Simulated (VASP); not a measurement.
Runs of VASP 6.6.1 on AlN. Symmetry: P6_3mc, No. 186, hexagonal system. The conventional cell has a = 3.113 Å, b = 3.113 Å, c = 4.982 Å, α = 90.00°, β = 90.00°, γ = 120.00°. Around Al (site symmetry 3m) lie 4 N at 1.89 to 1.90 Å. N (site symmetry 3m) has 4 Al at 1.89 to 1.90 Å as nearest neighbours. The cell is a database's computed one.

```tsv
level	potentials or basis	k mesh	cutoff (eV)	smearing	gap on the mesh (eV)	pressure (GPa)
r2SCAN	VASP PAW PBE potentials, release 64 (Al, N)	9 × 9 × 6	520	gaussian 0.02 eV	4.87	(a)
PBEsol	VASP PAW PBE potentials, release 64 (Al, N)	12 × 12 × 8	520	gaussian 0.02 eV	4.12	0.1
PBEsol	VASP PAW PBE potentials, release 64 (Al, N)	9 × 9 × 6	520	gaussian 0.5 eV	4.12	0.1
PBEsol	VASP PAW PBE potentials, release 64 (Al, N)	9 × 9 × 6	700	gaussian 0.02 eV	4.12	-0.1
PBEsol	VASP PAW PBE potentials, release 64 (Al, N_h)	9 × 9 × 6	900	gaussian 0.02 eV	4.12	0.0
```

Alike in all rows: task single point; no spin polarisation; cell as given.

Question: Estimate the missing entries.

Answer: (a) -1.4.

Caveats: the PAW data sets were made with another functional, which shifts forces and pressure a little; an odd mesh through Γ misses points on the zone boundary, where band edges often lie (some runs); the cutoff is under 1.25 times the usual one of these potentials, so pressure, stress and relaxed cells hold a basis-set (Pulay) error (some runs).
